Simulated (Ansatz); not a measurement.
Ionic part of the dielectric constant of CaO at 6 GPa, mode by mode

All numbers below come from DFT PBEsol, scalar-relativistic, plane waves, PAW in Ansatz. Settings: 420 eV plane-wave cutoff, Γ-centred 8×8×8 mesh, fixed occupations. No spin polarisation. Phonons by linear response, acoustic sum rule imposed.

It takes space group Fm-3m (No. 225, cubic). The conventional cell has a = 4.693 Å, b = 4.693 Å, c = 4.693 Å, α = 90.00°, β = 90.00°, γ = 90.00°. Ca (site symmetry m-3m) is surrounded by 6 O at 2.35 Å. O (site symmetry m-3m) has 6 Ca at 2.35 Å as nearest neighbours.

The primitive cell has V = 25.84 Å³ and ε∞,zz = 3.884. Each polar mode adds Δε = (4.92064×10⁷/V)·S/ν² along z, with S its oscillator strength in e²/amu, ν in cm⁻¹ and V in Å³.

Question: From these modes, find each Δε and ε0,zz.
```csv
ν (cm⁻¹),S_zz (e²/amu)
306.7,0.4947
```

Answer:
| ν (cm⁻¹) | Δε |
| --- | --- |
| 306.7 | 10.02 |

The sum is 10.016, so ε0,zz = 13.90; the run's tensor has 13.90.

Question: Where do the longitudinal modes lie for a wave vector along z?

Answer: At 580 cm⁻¹. The Lyddane–Sachs–Teller product Π(ν_LO/ν_TO)² = 3.58 matches ε0/ε∞ = 3.58.